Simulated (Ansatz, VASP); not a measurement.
CdS: VASP beside Ansatz

The input INCAR:

```
  PREC = Accurate
  ENCUT = 520
  EDIFF = 1E-8
  ISMEAR = -1
  SIGMA = 0.01
  LREAL = F
  LASPH = T
  NELM = 60
  ALGO = Normal
  ISIF = 2
  LWAVE = F
  LCHARG = F
  GGA = PE
  LEFG = T
  NBANDS = 26
```

File KPOINTS:

```
Automatic mesh
0
Gamma
  7 7 4
```

POSCAR

```
CdS
1.0
    4.2158942859      0.0000000000      0.0000000000
   -2.1079471430      3.6510715513      0.0000000000
    0.0000000000      0.0000000000      6.8813669385
Cd S
2 2
Direct
    0.3333333333      0.6666666667      0.0000000000
    0.6666666667      0.3333333333      0.5000000000
    0.3333333333      0.6666666667      0.3850000000
    0.6666666667      0.3333333333      0.8850000000
```

Input for Ansatz:

```yaml
crystal:
  lattice:
    - [4.2158942859, 0.0, 0.0]
    - [-2.107947143, 3.6510715513, 0.0]
    - [0.0, 0.0, 6.8813669385]
  atoms:
    - { symbol: Cd, position: [0.3333333333, 0.6666666667, 0.0] }
    - { symbol: Cd, position: [0.6666666667, 0.3333333333, 0.5] }
    - { symbol: S, position: [0.3333333333, 0.6666666667, 0.385] }
    - { symbol: S, position: [0.6666666667, 0.3333333333, 0.885] }
kpoints:
  mp_grid: { grid: [7, 7, 4] }
scf:
  occupations: { method: fermi_dirac, width: 0.01 }
hamiltonian:
  xc: pbe
  pseudopotentials: { kind: paw }
output:
  forces: true
  stress: true
  eigenvalues: true
  efg: { contact_densities: true }
```

Change from the starting cell: volume scaled by 1.06, PAW files.

Alike in both runs: task electric field gradients; functional PBE; k mesh 7 × 7 × 4; occupations fermi-dirac, width 0.01 eV; no spin polarisation.

```csv
,VASP,Ansatz
version,VASP 6.6.1,Ansatz 0.2.0
potentials or method,"VASP PAW PBE potentials, release 64 (Cd, S)","PAW with Ansatz's default frozen-core files, scalar-relativistic"
plane-wave cutoff (eV),520,420
valence electrons in the cell,36,52
```

```csv
,VASP,Ansatz,Ansatz less VASP
gap on the k mesh at the Fermi level (eV),1.09,1.09,-0.001
pressure (GPa),-0.5,-0.8,-0.28
largest component of the traceless stress (GPa),1.05,1.01,-0.043
rms of the force components (eV/Å),0.123,0.119,-0.0041
Vzz of the field gradient on the site that differs most (V/Å²),32.6,30.4,-2.29
```

Atom by atom the forces differ by 0.004 eV/Å (rms over components). With one functional, cell and mesh, what is left measures potentials, basis and numerics. The two sets of potentials don't hold the same shells in valence. Ansatz warned: «gradients_without_spin_orbit».
